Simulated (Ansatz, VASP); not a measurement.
# FeO in VASP and in Ansatz

```xyz
4
Lattice="0.0000 1.7525 5.0316 -3.0354 0.0000 0.0000 0.0000 -1.7525 2.5158" Properties=species:S:1:pos:R:3 pbc="T T T"
Fe    0.0000    0.0000    0.0000
Fe   -1.5177    0.8762    2.5158
O     0.0000    0.0000    3.7737
O    -1.5177   -0.8762    1.2579
```

Alike in both runs: task single point; functional PBE; k mesh 5 × 6 × 8; occupations gaussian, width 0.05 eV; collinear spin, antiferromagnetic start; Hubbard terms Fe d U = 5 eV.

|  | VASP | Ansatz |
| --- | --- | --- |
| version | VASP 6.6.1 | Ansatz 0.2.0 |
| potentials or method | VASP PAW PBE potentials, release 64 (Fe, O) | Ansatz PAW |
| plane-wave cutoff (eV) | 520 | 420 |
| valence electrons in the cell | 28 | 44 |

Ansatz gave:

| Property | Result |
| --- | --- |
| gap on the k mesh at the Fermi level (eV) | 1.34 |
| least direct gap on the mesh (eV) | 3.44 |
| pressure (GPa) | 13.3 |
| largest component of the traceless stress (GPa) | 3.33 |
| net moment per atom (μB) | 0.00 |
| size of the moment on the site where the two differ most (μB) | 3.48 |

Q: Which values does VASP return?

A: gap on the k mesh at the Fermi level (eV): 1.71; least direct gap on the mesh (eV): 3.31; pressure (GPa): 8.4; largest component of the traceless stress (GPa): 6.82; net moment per atom (μB): 0.00; size of the moment on the site where the two differ most (μB): 3.79.

Site moments also hang on the region over which each program counts them. The programs project onto different local orbitals, so the same U acts differently. The two sets of potentials don't hold the same shells in valence.

Caveats: an odd mesh through Γ misses points on the zone boundary, where band edges often lie (VASP); the magnetic or orbital state may not be the lowest (Ansatz); odd divisions of the mesh miss points on the zone boundary, where band edges often lie, so the gap on the mesh can be too wide (Ansatz); the pressure holds a Pulay correction of +0.7 GPa for the finite cutoff (Ansatz). The state reached can hang on the start; a lower one may exist.
